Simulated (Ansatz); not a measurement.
# La2O3 (P6/mmm): how the settings move a single-point run

Question: which choices in the input matter for La2O3 (P6/mmm)?

Computed with Ansatz 0.2.0 (reference: DFT PBE, scalar-relativistic, plane waves, PAW, unless a step's input says otherwise).

2 further runs of the same task are left out: 2 that didn't finish.

## (1) Starting point

The structure is hexagonal, space group P6/mmm (No. 191). Conventional cell: a = 6.371 Å, b = 6.371 Å, c = 3.287 Å, α = 90.00°, β = 90.00°, γ = 120.00°. La (site symmetry -6m2) is surrounded by 6 O at 2.47 Å. Around O (site symmetry mmm) lie 4 La at 2.47 Å.

Structure file:

```cif
data_structure
_symmetry_space_group_name_H-M 'P 1'
_symmetry_Int_Tables_number 1
_cell_length_a 6.3711
_cell_length_b 6.3711
_cell_length_c 3.2870
_cell_angle_alpha 90.000
_cell_angle_beta 90.000
_cell_angle_gamma 120.000
_cell_volume 115.55
loop_
_atom_site_label
_atom_site_type_symbol
_atom_site_fract_x
_atom_site_fract_y
_atom_site_fract_z
_atom_site_occupancy
La1 La 0.33333 0.66667 0.49998 1
La2 La 0.66667 0.33333 0.50002 1
O1 O 0.50003 0.50003 0.00000 1
O2 O 0.49997 0.00000 0.00000 1
O3 O 0.00000 0.49997 0.00000 1
```

## (2) The reference run

File input.yaml:

```yaml
crystal:
  lattice:
    - [6.3711108068, 0.0, 0.0]
    - [-3.1855554034, 5.517543809, 0.0]
    - [0.0, 0.0, 3.2869865305]
  atoms:
    - { symbol: La, position: [0.3333333333, 0.6666666667, 0.4999811604] }
    - { symbol: La, position: [0.6666666667, 0.3333333333, 0.5000188396] }
    - { symbol: O, position: [0.5000279784, 0.5000279784, 0.0] }
    - { symbol: O, position: [0.4999720216, 0.0, 0.0] }
    - { symbol: O, position: [0.0, 0.4999720216, 0.0] }
basis:
  ecutwfc: 420
  ecutrho_ratio: 4
kpoints:
  mp_grid: { grid: [6, 6, 8] }
  band_path:
    path:
      - [[0.0, 0.0, 0.0], [0.5, 0.0, 0.0], [0.33333333, 0.33333333, 0.0], [0.0, 0.0, 0.0], [0.0, 0.0, 0.5], [0.5, 0.0, 0.5], [0.33333333, 0.33333333, 0.5], [0.0, 0.0, 0.5]]
      - [[0.5, 0.0, 0.5], [0.5, 0.0, 0.0]]
      - [[0.33333333, 0.33333333, 0.5], [0.33333333, 0.33333333, 0.0]]
    npoints: 14
hamiltonian:
  xc: pbe
scf:
  occupations: { method: gaussian, width: 0.05 }
  n_extra_bands: 19
output:
  forces: true
  stress: true
  eigenvalues: true
  populations: true
  hubbard: { sites: [{ species: La, l: f }] }
  dos: { projected: true, de: 0.02, nscf_kmesh: { grid: [9, 9, 12] } }
  bader: true
  write_density: true
  write_potential: true
  elf: true
  volumetric_format: npy
```

On the command line:

```bash
$ ansatz run input.yaml --threads 4 --pin off --max-ram 8192MiB --backend cpu --events-out ev --progress --plain --runs-dir out
```

## (3) Changed: ecutwfc 400 eV, xc revpbe, lower_state_search light

File input.yaml:

```yaml
crystal:
  lattice:
    - [6.371110806792, 0.0, 0.0]
    - [-3.185555403396, 5.517543809007, 0.0]
    - [0.0, 0.0, 3.2869865305]
  atoms:
    - { symbol: La, position: [0.3333333333333, 0.6666666666667, 0.4999811604] }
    - { symbol: La, position: [0.6666666666667, 0.3333333333333, 0.5000188396] }
    - { symbol: O, position: [0.5000279784, 0.5000279784, 0.0] }
    - { symbol: O, position: [0.4999720216, 0.0, 0.0] }
    - { symbol: O, position: [0.0, 0.4999720216, 0.0] }
basis:
  ecutwfc: "400 eV"
  ecutrho_ratio: 4
kpoints:
  mp_grid: { grid: [6, 6, 8] }
hamiltonian:
  xc: revpbe
scf:
  occupations: { method: gaussian, width: 0.05 }
  lower_state_search: light
output:
  forces: true
  stress: true
  write_density: true
  write_potential: true
  elf: true
  volumetric_format: npy
```

## (4) Changed: symmetry.detect false, mp_grid.shift [0.5, 0.5, 0.5]

File input.yaml:

```yaml
crystal:
  lattice:
    - [6.371110806792, 0.0, 0.0]
    - [-3.185555403396, 5.517543809007, 0.0]
    - [0.0, 0.0, 3.2869865305]
  atoms:
    - { symbol: La, position: [0.3333333333333, 0.6666666666667, 0.4999811604] }
    - { symbol: La, position: [0.6666666666667, 0.3333333333333, 0.5000188396] }
    - { symbol: O, position: [0.5000279784, 0.5000279784, 0.0] }
    - { symbol: O, position: [0.4999720216, 0.0, 0.0] }
    - { symbol: O, position: [0.0, 0.4999720216, 0.0] }
  symmetry: { detect: false }
basis:
  ecutwfc: 420
  ecutrho_ratio: 4
kpoints:
  mp_grid: { grid: [6, 6, 8], shift: [0.5, 0.5, 0.5] }
hamiltonian:
  xc: pbe
scf:
  occupations: { method: gaussian, width: 0.05 }
output:
  forces: true
  stress: true
```

## (5) Changing settings: mp_grid.grid [5, 5, 6]

File input.yaml:

```yaml
crystal:
  lattice:
    - [6.371110806792, 0.0, 0.0]
    - [-3.185555403396, 5.517543809007, 0.0]
    - [0.0, 0.0, 3.2869865305]
  atoms:
    - { symbol: La, position: [0.3333333333333, 0.6666666666667, 0.4999811604] }
    - { symbol: La, position: [0.6666666666667, 0.3333333333333, 0.5000188396] }
    - { symbol: O, position: [0.5000279784, 0.5000279784, 0.0] }
    - { symbol: O, position: [0.4999720216, 0.0, 0.0] }
    - { symbol: O, position: [0.0, 0.4999720216, 0.0] }
basis:
  ecutwfc: 420
  ecutrho_ratio: 4
kpoints:
  mp_grid: { grid: [5, 5, 6] }
hamiltonian:
  xc: pbe
scf:
  occupations: { method: gaussian, width: 0.05 }
output:
  forces: true
  stress: true
```

## (6) Changed: pseudopotentials.kind nc

File input.yaml:

```yaml
crystal:
  lattice:
    - [6.371110806792, 0.0, 0.0]
    - [-3.185555403396, 5.517543809007, 0.0]
    - [0.0, 0.0, 3.2869865305]
  atoms:
    - { symbol: La, position: [0.3333333333333, 0.6666666666667, 0.4999811604] }
    - { symbol: La, position: [0.6666666666667, 0.3333333333333, 0.5000188396] }
    - { symbol: O, position: [0.5000279784, 0.5000279784, 0.0] }
    - { symbol: O, position: [0.4999720216, 0.0, 0.0] }
    - { symbol: O, position: [0.0, 0.4999720216, 0.0] }
basis:
  ecutwfc: 420
  ecutrho_ratio: 4
kpoints:
  mp_grid: { grid: [6, 6, 8] }
hamiltonian:
  xc: pbe
  pseudopotentials: { kind: nc }
scf:
  occupations: { method: gaussian, width: 0.05 }
output:
  forces: true
  stress: true
  write_density: true
  write_potential: true
  elf: true
  volumetric_format: npy
```

## (7) Changing settings: pseudopotentials.kind paw, pseudopotentials.source jth

File input.yaml:

```yaml
crystal:
  lattice:
    - [6.371110806792, 0.0, 0.0]
    - [-3.185555403396, 5.517543809007, 0.0]
    - [0.0, 0.0, 3.2869865305]
  atoms:
    - { symbol: La, position: [0.3333333333333, 0.6666666666667, 0.4999811604] }
    - { symbol: La, position: [0.6666666666667, 0.3333333333333, 0.5000188396] }
    - { symbol: O, position: [0.5000279784, 0.5000279784, 0.0] }
    - { symbol: O, position: [0.4999720216, 0.0, 0.0] }
    - { symbol: O, position: [0.0, 0.4999720216, 0.0] }
basis:
  ecutwfc: 420
  ecutrho_ratio: 4
kpoints:
  mp_grid: { grid: [6, 6, 8] }
hamiltonian:
  xc: pbe
  pseudopotentials: { kind: paw, source: jth }
scf:
  occupations: { method: gaussian, width: 0.05 }
output:
  forces: true
  stress: true
```

**Question.** What will these runs give? Wanted: for each run, ending; energy change; pressure; gap; force.

**Answer**, as computed:

| run | ending | energy change | pressure (GPa) | gap (eV) | force (eV/Å) | cycles | time |
| --- | --- | --- | --- | --- | --- | --- | --- |
| reference | converged | 0 | 0.0 | 1.62 | 0.00 | 7 | 24 s |
| 1: ecutwfc 400 eV, xc revpbe, lower_state_search light | converged | not comparable | 1.4 | 1.71 | 0.00 | 7 | 3.2 s |
| 2: symmetry.detect false, mp_grid.shift [0.5, 0.5, 0.5] | converged | 0.0 meV/atom | 0.0 | 1.91 | 0.00 | 9 | 8.3 s |
| 3: mp_grid.grid [5, 5, 6] | converged | 0.0 meV/atom | 0.0 | 1.62 | 0.00 | 7 | 1.6 s |
| 4: pseudopotentials.kind nc | converged | not comparable | 5.9 | 1.26 | 0.00 | 9 | 4 s |
| 5: pseudopotentials.kind paw, pseudopotentials.source jth | converged | not comparable | 0.6 | 1.62 | 0.00 | 10 | 3.2 s |

Times don't compare one to one where runs were asked for different outputs or read a saved state (see the inputs); cycles may leave out searches for a lower state.

Residual by cycle in the longest SCF loop of each run; runs are numbered as in the table. The quantity is the density residual dr2, in eV.

| cycle | reference | run 1 | run 2 | run 3 | run 4 | run 5 |
| --- | --- | --- | --- | --- | --- | --- |
| 1 | 0.0146 | 0.0298 | 0.0157 | 0.0157 | 36.4 | 6.77 |
| 2 | 0.00486 | 0.0079 | 0.00563 | 0.00563 | 4.72 | 2.56 |
| 3 | 0.00196 | 0.00309 | 0.00212 | 0.00213 | 0.252 | 0.908 |
| 4 | 1.3e-4 | 8.1e-4 | 1.5e-4 | 1.5e-4 | 0.0471 | 0.269 |
| 5 | 9.8e-6 | 4.6e-5 | 1.4e-5 | 1.3e-5 | 0.00215 | 0.0318 |
| 6 | 4.6e-7 | 6.7e-7 | 1.3e-6 | 1.0e-6 | 2.4e-5 | 9.5e-4 |
| 7 | 1.6e-8 | 1.3e-8 | 1.0e-6 | 8.2e-8 | 1.3e-6 | 1.8e-4 |
| 8 | - | - | 1.1e-7 | - | 1.1e-7 | 3.3e-6 |
| 9 | - | - | 3.2e-9 | - | 6.8e-10 | 3.4e-7 |
| 10 | - | - | - | - | - | 1.2e-8 |

Of the converged runs whose energies compare with the reference's, none moves it noticeably. Runs 1, 4 and 5 ran under the cutoff that the potentials recommend, as the log warns, so basis error is mixed into their values, and swamps them where the cutoff is far short. The gap of the reference lacks spin-orbit coupling, though the cell holds La.
